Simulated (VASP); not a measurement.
A run of VASP 6.6.1 is set up as follows.

Contents of INCAR:

```
PREC = Accurate ; ENCUT = 520
EDIFF = 1E-7 ; ISMEAR = -1
SIGMA = 0.05 ; LREAL = Auto
LASPH = T ; NELM = 80
ALGO = Fast ; ISIF = 2
LWAVE = F ; LCHARG = T
GGA = PE ; LELF = T
LVHAR = T ; NBANDS = 45
```

Contents of KPOINTS:

```
regular mesh
0
Gamma
  1 1 1
```

File POSCAR:

```
H15NO6
1.0
    6.0276500000      0.0000000000      0.0000000000
    0.0000000000      6.0276500000      0.0000000000
    0.0000000000      0.0000000000      6.0276500000
O H N
6 15 1
Direct
    0.7564971423      0.7939412541      1.0802385673
    0.3011123738      0.4707141257      0.5102651946
    0.6952460743      1.1046095908      0.5210820137
    0.3819896643      0.8734249666      0.8193408708
    0.6585817027      0.3796338540      0.1390923494
    0.1149038182      0.0097052749      0.4371521240
    0.8260101366      0.8789495077      1.1864491137
    0.8385523380      0.6763664115      1.0324255722
    0.1820112316      0.5692434033      0.4802866789
    0.3095567924      0.3512811792      0.4033910396
    0.5356979918      1.0479042413      0.5104310967
    0.7090657221      1.1659933805      0.6780254328
    0.3514304912      0.7402055527      0.7356100636
    0.4649905021      0.8264580724      0.9370484351
    0.6139374383      0.5222267384      0.1886307267
    0.6219671016      0.2614451735      0.2440420396
    0.1175416622     -0.1361227012      0.3729977686
   -0.0465687291      0.0613837897      0.4495284232
    0.2208323310      0.3759342364      0.8780868166
    0.2819174969      0.1687556510      1.0596501124
    0.1313115393      0.1280764477      0.8427828424
    0.1622688776      0.2446392873      0.9616683119
```

Potentials or basis: VASP PAW PBE potentials, release 64 (O, H, N).

Command:

```bash
$ cat potpaw_PBE.64/O/POTCAR potpaw_PBE.64/H/POTCAR potpaw_PBE.64/N/POTCAR > POTCAR
$ mpirun -np 1 vasp_gam > vasp.out
```

Q: What does it give for the pressure?

A: 3.5 GPa.

Q: What does it give for the largest force?

A: 4.156 eV/Å.

Q: Predict the band gap on the k mesh.

A: 2.36 eV, direct.

Stress tensor (GPa, compression positive):
```
 2.85 -1.62  0.99
-1.62  4.69  0.30
 0.99  0.30  3.11
```

A hybrid or GW would open this gap; PBE tends to underestimate it.
